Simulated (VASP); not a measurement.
# SrO (I4/mmm) in VASP: a series of runs

Runs on SrO. Level: PBE. Tasks: single point.

Everything below comes from runs of VASP 6.6.1. Logs are shortened: lines on timing, memory, paths and dates and some standing lists are left out, and cuts for length are marked.

## Step 1: The cell of the first run

Symmetry: I4/mmm, No. 139, tetragonal system. Conventional cell: a = 3.967 Å, b = 3.967 Å, c = 4.987 Å, α = 90.00°, β = 90.00°, γ = 90.00°. Sr (site symmetry 4/mmm) is surrounded by 6 O at 2.49 to 2.81 Å. O (site symmetry 4/mmm) is surrounded by 6 Sr at 2.49 to 2.81 Å.

Measurements of this composition are mostly on another form, of space group No. 225.

## Step 2: Single point, PBE (strain +0.080 along x and y, -0.040 along z, atoms carried along)

INCAR reads:

```
SYSTEM = SrO
PREC = Accurate ; ENCUT = 520
EDIFF = 1E-7 ; ISMEAR = 0
SIGMA = 0.05 ; LREAL = .False.
LASPH = .True. ; NELM = 100
ALGO = Normal ; ISIF = 2
LWAVE = .False. ; LCHARG = .True.
GGA = PE ; LELF = .True.
LVHAR = .True. ; NBANDS = 15
```

KPOINTS reads:

```
Automatic mesh
0
Gamma
  8 8 8
  0 0 0
```

POSCAR reads:

```
SrO
1.0
    0.0000000000      2.8051830992      2.4934960882
    2.8051830992      0.0000000000      2.4934960882
    2.8051830992      2.8051830992      0.0000000000
Sr O
1 1
Direct
    0.0000000000      0.0000000000      0.0000000000
    0.5000000000      0.5000000000      0.5000000000
```

Potentials or basis: VASP PAW PBE potentials, release 64 (Sr_sv, O).

Run with:

```sh
$ cat potpaw_PBE.64/Sr_sv/POTCAR potpaw_PBE.64/O/POTCAR > POTCAR
$ mpirun -np 1 vasp_std > vasp.out
```

OUTCAR:

```text
SYSTEM = SrO
   PREC = Accurate
   ENCUT = 520
   EDIFF = 1E-7
   ISMEAR = 0
   LREAL = .False.
   LASPH = .True.
   NELM = 100
   ISIF = 2
   GGA = PE

 ion  position               nearest neighbor table
   1  0.000  0.000  0.000-   2 2.49   2 2.49   2 2.81   2 2.81   2 2.81   2 2.81
   2  0.500  0.500  0.500-   1 2.49   1 2.49   1 2.81   1 2.81   1 2.81   1 2.81

  LATTYP: Found a body centered tetragonal cell.
 ALAT       =     3.9671279838
 C/A-ratio  =     1.2570787221

  Lattice vectors:

 A1 = (   0.0000000000,  -2.8051830992,  -2.4934960882)
 A2 = (   0.0000000000,   2.8051830992,  -2.4934960882)
 A3 = (   2.8051830992,   0.0000000000,   2.4934960882)

Analysis of symmetry for initial positions (statically):
=====================================================================
 Subroutine PRICEL returns:
 Original cell was already a primitive cell.

 Routine SETGRP: Setting up the symmetry group for a
 body centered tetragonal supercell.

 Subroutine GETGRP returns: Found 16 space group operations
 (whereof 16 operations were pure point group operations)
 out of a pool of 16 trial point group operations.

The static configuration has the point symmetry D_4h.

Analysis of symmetry for dynamics (positions and initial velocities):
=====================================================================
 Subroutine PRICEL returns:
 Original cell was already a primitive cell.

 Routine SETGRP: Setting up the symmetry group for a
 body centered tetragonal supercell.

 Subroutine GETGRP returns: Found 16 space group operations
 (whereof 16 operations were pure point group operations)
 out of a pool of 16 trial point group operations.

The dynamic configuration has the point symmetry D_4h.

 Subroutine INISYM returns: Found 16 space group operations
 (whereof 16 operations are pure point group operations),
 and found     1 'primitive' translations

----------------------------------------------------------------------------------------

                                     Primitive cell

  volume of cell :      39.2429

  direct lattice vectors                    reciprocal lattice vectors
     0.000000000  2.805183099  2.493496088    -0.178241485  0.178241485  0.200521670
     2.805183099  0.000000000  2.493496088     0.178241485 -0.178241485  0.200521670
     2.805183099  2.805183099  0.000000000     0.178241485  0.178241485 -0.200521670

  length of vectors
     3.753208622  3.753208622  3.967127984     0.322100906  0.322100906  0.322100906

  position of ions in fractional coordinates (direct lattice)
     0.000000000  0.000000000  0.000000000
     0.500000000  0.500000000  0.500000000

  ion indices of the primitive-cell ions
   primitive index   ion index
                 1           1
                 2           2

----------------------------------------------------------------------------------------

 KPOINTS: Automatic mesh

Automatic generation of k-mesh.
 Grid dimensions read from file:
 generate k-points for:    8    8    8

 Generating k-lattice:

  Cartesian coordinates                     Fractional coordinates (reciprocal lattice)
    -0.022280186  0.022280186  0.025065209     0.125000000  0.000000000  0.000000000
     0.022280186 -0.022280186  0.025065209     0.000000000  0.125000000  0.000000000
     0.022280186  0.022280186 -0.025065209     0.000000000  0.000000000  0.125000000

  Length of vectors
     0.040262613  0.040262613  0.040262613

  Shift w.r.t. Gamma in fractional coordinates (k-lattice)
     0.000000000  0.000000000  0.000000000

 Subroutine IBZKPT returns following result:
 ===========================================

 Found     59 irreducible k-points:

 Following reciprocal coordinates:
            Coordinates               Weight
  0.000000  0.000000  0.000000      1.000000
  0.125000  0.000000  0.000000      8.000000
  0.250000  0.000000  0.000000      8.000000
  0.375000  0.000000  0.000000      8.000000
  0.500000  0.000000  0.000000      4.000000
  0.125000  0.125000  0.000000      2.000000
[... 16 lines left out ...]
  0.250000  0.000000  0.125000     16.000000
  0.375000  0.000000  0.125000     16.000000
 [... further k-points ...]
   k-points           NKPTS =     59   k-points in BZ     NKDIM =     59   number of bands    NBANDS=     15
   number of dos      NEDOS =    301   number of ions     NIONS =      2
   total plane-waves  NPLWV =  23520
   dimension x,y,z NGX =    28 NGY =   28 NGZ =   30
   dimension x,y,z NGXF=    56 NGYF=   56 NGZF=   60
   ions per type =               1   1
   NGX,Y,Z   is equivalent  to a cutoff of  12.40, 12.40, 12.57 a.u.
   NGXF,Y,Z  is equivalent  to a cutoff of  24.80, 24.80, 25.14 a.u.
 SYSTEM =  SrO
   PREC   = accura    normal or accurate (medium, high low for compatibility)
   ISTART =      0    job   : 0-new  1-cont  2-samecut
   ICHARG =      2    charge: 1-file 2-atom 10-const
   ISPIN  =      1    spin polarized calculation?
   LNONCOLLINEAR =      F non collinear calculations
   LSORBIT =      F    spin-orbit coupling
   LASPH  =      T    aspherical Exc in radial PAW
   ENCUT  =  520.0 eV  38.22 Ry    6.18 a.u.   6.98  6.98  7.38*2*pi/ulx,y,z
   NELM   =    100;   NELMIN=  2; NELMDL= -5     # of ELM steps
   EDIFF  = 0.1E-06   stopping-criterion for ELM
   LREAL  =      F    real-space projection
   EDIFFG = 0.1E-05   stopping-criterion for IOM
   NSW    =      0    number of steps for IOM
   IBRION =     -1    ionic relax: 0-MD 1-quasi-New 2-CG
   NFREE  =      0    steps in history (QN), initial steepest desc. (CG)
   ISIF   =      2    stress and relaxation
   ISYM   =      2    0-nonsym 1-usesym 2-fastsym
   POTIM  = 0.5000    time-step for ionic-motion
   TEBEG  =    0.0;   TEEND  =   0.0 temperature during run
   PSTRESS=    0.0 pullay stress
   NELECT =      16.0000    total number of electrons
   NUPDOWN=      -1.0000    fix difference up-down
   EMIN   =  10.00;   EMAX   =-10.00  energy-range for DOS
   EFERMI =   0.00;   METHOD = LEGACY
   ISMEAR =     0;   SIGMA  =   0.05  broadening in eV -4-tet -1-fermi 0-gaus
   EFERMI_NEDOS =   21; number of points for ismear=-14 and -15
   IALGO  =     38    algorithm
   IMIX   =      4    mixing-type and parameters
     AMIX     =   0.40;   BMIX     =  1.00
     AMIX_MAG =   1.60;   BMIX_MAG =  1.00
  volume/ion in A,a.u.               =      19.62       132.41
  Fermi-wavevector in a.u.,A,eV,Ry     =   1.213932  2.293999 20.049974  1.473632
  Thomas-Fermi vector in A             =   2.349368
   LORBIT       =      0    0 simple, 1 ext, 2 COOP (PROOUT), +10 PAW based schemes
   GGA     = PE    functional components
   LHFCALC =     F    Hartree Fock is set to
   AEXX    =    0.0000 exact exchange contribution
   IVDW    =     0    specifies the selected vdW correction
   LEPSILON=     F    determine dielectric tensor
   LRPA    =     F    only Hartree local field effects (RPA)
 non-spin polarized calculation
 Gauss-broadening in eV      SIGMA  =   0.05
  energy-cutoff  :      520.00
  volume of cell :       39.24
 maximum number of plane-waves:      1078
   NGX = 13   NGY = 13   NGZ = 15

 number of electron      16.0000001 magnetization

 Free energy of the ion-electron system (eV)
  ---------------------------------------------------
  ext. energy  EPLUGINS =         0.00000000
  ---------------------------------------------------
  free energy    TOTEN  =       -11.88127843 eV

  energy without entropy =      -11.88127843  energy(sigma->0) =      -11.88127843

 E-fermi :   1.5132     XC(G=0):  -9.3444

 val. band max:        1.2708771870   @ k =   0.0000   0.0000   0.0000
 cond. band min:       3.9080763039   @ k =   0.0000   0.0000   0.0000
 fundamental gap:      2.6371991169
 Fermi energy:         1.5131676649

 k-point     1 :       0.0000    0.0000    0.0000
  band No.  band energies     occupation
      1     -31.8239      2.00000
      2     -13.9040      2.00000
      3     -13.6230      2.00000
      4     -13.6230      2.00000
      5     -13.5328      2.00000
      6       0.9471      2.00000
      7       0.9471      2.00000
      8       1.2709      2.00000
      9       3.9081      0.00000
     10       6.7599      0.00000
     11       6.7599      0.00000
     12       7.4767      0.00000
     13       8.1126      0.00000
     14       9.8281      0.00000
     15      13.1574      0.00000

 k-point     2 :       0.1250    0.0000    0.0000
  band No.  band energies     occupation
      1     -31.8131      2.00000
      2     -14.3634      2.00000
      3     -13.6404      2.00000
      4     -13.6020      2.00000
      5     -13.1136      2.00000
      6       0.5949      2.00000
      7       0.8046      2.00000
      8       1.0172      2.00000
      9       4.5357      0.00000
     10       6.7810      0.00000
     11       7.0573      0.00000
     12       7.5316      0.00000
     13       8.4183      0.00000
     14      10.1942      0.00000
     15      14.0070      0.00000

 k-point     3 :       0.2500    0.0000    0.0000
  band No.  band energies     occupation
      1     -31.7868      2.00000
      2     -14.8768      2.00000
      3     -13.6819      2.00000
      4     -13.6168      2.00000
      5     -12.6300      2.00000
      6      -0.1044      2.00000
      7       0.4937      2.00000
      8       0.5763      2.00000
      9       5.8662      0.00000
     10       6.7912      0.00000
     11       7.8357      0.00000
     12       8.0705      0.00000
     13       9.2270      0.00000
     14      11.0635      0.00000
     15      15.4107      0.00000
[... 343 lines left out ...]
 k-point    23 :       0.2500    0.0000    0.1250
  band No.  band energies     occupation
      1     -31.7914      2.00000
      2     -14.6107      2.00000
      3     -13.6756      2.00000
      4     -13.6225      2.00000
      5     -12.9792      2.00000
      6      -0.0234      2.00000
      7       0.6895      2.00000
      8       0.9688      2.00000
      9       5.6553      0.00000
     10       6.1347      0.00000
     11       7.9281      0.00000
     12       8.3539      0.00000
     13       9.2052      0.00000
     14      10.4198      0.00000
     15      15.4665      0.00000

 k-point    24 :       0.3750    0.0000    0.1250
  band No.  band energies     occupation
      1     -31.7650      2.00000
      2     -15.0041      2.00000
      3     -13.7356      2.00000
      4     -13.6578      2.00000
      5     -12.5979      2.00000
      6      -0.3927      2.00000
      7       0.3360      2.00000
      8       0.5293      2.00000
      9       6.4751      0.00000
     10       6.9232      0.00000
     11       8.5874      0.00000
     12       9.0269      0.00000
     13      10.1770      0.00000
     14      11.2627      0.00000
     15      14.6399      0.00000

 [... further k-points ...]

------------------------ aborting loop because EDIFF is reached ----------------------------------------

  FORCE on cell =-STRESS in cart. coord.  units (eV):
  Direction    XX          YY          ZZ          XY          YZ          ZX
  --------------------------------------------------------------------------------------
  -------------------------------------------------------------------------------------
  Total       -1.9986834     -1.9986834      0.2942336      0.0000000      0.0000000      0.0000000
  in kB      -81.6006217    -81.6006217     12.0127320      0.0000000      0.0000000      0.0000000
  external PRESSURE =     -50.3961705 kB  Pullay stress =       0.0000000 kB

 VOLUME and BASIS-vectors are now :
 -----------------------------------------------------------------------------
  energy-cutoff  :      520.00
  volume of cell :       39.24
      direct lattice vectors                 reciprocal lattice vectors
     0.000000000  2.805183099  2.493496088    -0.178241485  0.178241485  0.200521670
     2.805183099  0.000000000  2.493496088     0.178241485 -0.178241485  0.200521670
     2.805183099  2.805183099  0.000000000     0.178241485  0.178241485 -0.200521670

 POSITION                                       TOTAL-FORCE (eV/Angst)
 -----------------------------------------------------------------------------------
      0.00000      0.00000      0.00000         0.000000     -0.000000      0.000000
      2.80518      2.80518      2.49350        -0.000000      0.000000     -0.000000
 -----------------------------------------------------------------------------------
    total drift:                                0.000000      0.000000      0.000000

  FREE ENERGIE OF THE ION-ELECTRON SYSTEM (eV)
  ---------------------------------------------------
  free  energy   TOTEN  =       -11.8812784346 eV

  energy  without entropy=      -11.8812784346  energy(sigma->0) =      -11.88127843
```

Run time: 30 s. Hardware: 1 thread of Intel Xeon Platinum 8488C (Sapphire Rapids), shared host; peak memory 0.18 GiB.

Results:

```yaml
Free_energy: -11.8813 eV
Pressure: -5.0 GPa
Band_gap_on_the_k_mesh: 2.64 eV, direct
```

Stress tensor (GPa, compression positive):
```
-8.16  0.00  0.00
 0.00 -8.16  0.00
 0.00  0.00  1.20
```

[end of part 1 of 2]
